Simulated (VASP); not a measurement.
# NaI, self-consistent run: which settings are enough?

NaI, I4mm (no. 107), 2 atoms in the cell. PBEsol; PAW potentials I, Na_pv (PBE set). VASP 6.6.1. The cell is changed on purpose: last atom moved by 0.08 Å along z, cell strained by +1.5% along z.

Wanted: energy within 0.5 meV/atom.

What the run is for: energy; Accuracy asked: tight.

POSCAR:
```
NaI
1.0
    0.0000000000      3.2364000000      3.2849460000
    3.2364000000      0.0000000000      3.2849460000
    3.2364000000      3.2364000000      0.0000000000
I Na
1 1
Direct
    0.5000000000      0.5000000000      0.5000000000
    0.0123594100      0.0123594100     -0.0123594100
```

The series start from Plane-wave cutoff (eV): 340; k-point mesh: 6 × 6 × 6; Precision mode (PREC): Accurate; Electronic threshold (eV): 1e-6; Bands in all (NBANDS): 17; Aspherical gradient terms in the spheres (LASPH): yes; Electronic algorithm: ALGO=Normal; Placing of the Fermi level (EFERMI): EFERMI=MIDGAP; Use of symmetry (ISYM): defaults. Each series keeps the choices made before it, and each single choice may use up half of a tolerance.

## Plane-wave cutoff (eV)

| Plane-wave cutoff (eV) | Energy less reference (meV/atom) | SCF iterations | Time (s) |
|---|---|---|---|
| 210 | 56.71 | 11 | 3.4 |
| 260 | 1.65 | 11 | 3.6 |
| 300 | 1.53 | 11 | 6.4 |
| 340 | 1.53 | 11 | 6.5 |
| 390 | 0.87 | 11 | 8.3 |
| 460 | 0.21 | 11 | 7.1 |
| 550 | 0.21 | 11 | 11 |
| 690 (reference) | 0.00 | 11 | 16 |

## k-point mesh

| k-point mesh | Energy less reference (meV/atom) | SCF iterations | Time (s) |
|---|---|---|---|
| 2 × 2 × 2 | 211.84 | 12 | 2.7 |
| 3 × 3 × 3 | 22.17 | 12 | 3.3 |
| 4 × 4 × 4 | 2.95 | 12 | 4.5 |
| 5 × 5 × 5 | 0.46 | 11 | 5.3 |
| 6 × 6 × 6 | 0.08 | 11 | 7.1 |
| 7 × 7 × 7 | 0.02 | 11 | 10 |
| 9 × 9 × 9 | 0.00 | 11 | 16 |
| 12 × 12 × 12 (reference) | 0.00 | 11 | 33 |

## Precision mode (PREC)

| Precision mode (PREC) | Energy less reference (meV/atom) | SCF iterations | Time (s) |
|---|---|---|---|
| Low | -1.59 | 11 | 4.7 |
| SingleN | -1.59 | 11 | 4.6 |
| Normal | -0.05 | 11 | 4.9 |
| Accurate (reference) | 0.00 | 11 | 7.1 |

## Electronic threshold (eV)

| Electronic threshold (eV) | Energy less reference (meV/atom) | SCF iterations | Time (s) |
|---|---|---|---|
| 0.001 | 0.00 | 9 | 4.1 |
| 0.0001 | 0.00 | 9 | 4.2 |
| 1e-5 | 0.00 | 10 | 4.7 |
| 1e-6 | 0.00 | 11 | 4.9 |
| 1e-7 | 0.00 | 13 | 5.8 |
| 1e-8 (reference) | 0.00 | 14 | 5.7 |

## Bands in all (NBANDS)

| Bands in all (NBANDS) | Energy less reference (meV/atom) | SCF iterations | Time (s) |
|---|---|---|---|
| 8 | 0.00 | 9 | 2.4 |
| 9 | 0.00 | 9 | 2.4 |
| 11 | 0.00 | 9 | 2.7 |
| 13 | 0.00 | 9 | 3.1 |
| 17 | 0.00 | 9 | 4.1 |
| 27 (reference) | 0.00 | 9 | 5.1 |

## Aspherical gradient terms in the spheres (LASPH)

| Aspherical gradient terms in the spheres (LASPH) | Energy less reference (meV/atom) | SCF iterations | Time (s) |
|---|---|---|---|
| yes | 0.00 | 9 | 2.4 |
| no | 0.00 | 9 | 2.0 |

## Electronic algorithm

| Electronic algorithm | Energy less reference (meV/atom) | SCF iterations | Time (s) |
|---|---|---|---|
| ALGO=Normal | 0.00 | 9 | 2.4 |
| ALGO=Fast | 0.00 | 9 | 2.4 |
| ALGO=VeryFast | 0.00 | 15 | 2.7 |
| ALGO=All ISEARCH=1 | 0.15 | 10 | 2.9 |
| ALGO=All ISEARCH=0 | 0.15 | 10 | 3.0 |
| ALGO=Damped TIME=0.4 | 0.12 | 15 | 3.3 |
| ALGO=Damped TIME=0.1 | 0.55 | 23 | 4.6 |

## Placing of the Fermi level (EFERMI)

| Placing of the Fermi level (EFERMI) | Energy less reference (meV/atom) | SCF iterations | Time (s) |
|---|---|---|---|
| EFERMI=MIDGAP | 0.00 | 9 | 2.4 |
| EFERMI=LEGACY | 0.00 | 9 | 2.3 |

## Use of symmetry (ISYM)

| Use of symmetry (ISYM) | Energy less reference (meV/atom) | SCF iterations | Time (s) |
|---|---|---|---|
| defaults | 0.00 | 9 | 2.4 |
| ISYM=1 | 0.00 | 9 | 2.4 |
| ISYM=0 | 0.00 | 9 | 5.8 |
| ISYM=-1 | 0.00 | 9 | 10 |

## Question

The rows run from the loosest to the tightest (no order: aspherical gradient terms in the spheres, electronic algorithm, placing of the Fermi level, use of symmetry). For each series: choose the loosest value from which every tighter one stays within half of the tolerance; where there is no order, keep the first row unless others stay within half of the tolerance and take at least 30 % less time, and then take the fastest.

## Answer

- Plane-wave cutoff (eV): 460
- k-point mesh: 6 × 6 × 6
- Precision mode (PREC): Normal
- Electronic threshold (eV): 0.001
- Bands in all (NBANDS): 8
- Aspherical gradient terms in the spheres (LASPH): yes
- Electronic algorithm: ALGO=Normal
- Placing of the Fermi level (EFERMI): EFERMI=MIDGAP
- Use of symmetry (ISYM): defaults

## All choices together

| Input | Energy less reference (meV/atom) | Time (s) |
|---|---|---|
| the program's defaults (naive) | 4.91 | 1.0 |
| chosen settings | 0.24 | 2.4 |
| reference settings throughout | 0.00 | 154 |

The tolerance is met.

## The input

INCAR:
```
SYSTEM = NaI
GGA = PS
ISMEAR = 0
SIGMA = 0.03
LWAVE = .False.
LCHARG = .False.
ISIF = 2
PREC = Normal
LASPH = .True.
LREAL = .False.
ALGO = Normal
EDIFF = 0.001
NELM = 120
GGA_COMPAT = .False.
ENCUT = 460
EFERMI = MIDGAP
NBANDS = 8
```

KPOINTS:
```
Automatic mesh
0
Gamma
  6 6 6
  0 0 0
```

Commands:
```
cat potpaw_PBE.64/I/POTCAR potpaw_PBE.64/Na_pv/POTCAR > POTCAR
mpirun -np 1 vasp_std > vasp.out
```

The chosen input took VASP 6.6.1 2.4 s on 1 core (Intel Xeon 6975P-C (Granite Rapids)), a shared host.

## An input that fails: too few electronic steps

The electronic loop stops at its limit of 6 steps.

Changes against the starting input:
```
- NELM = 120
+ NELM = 6
```
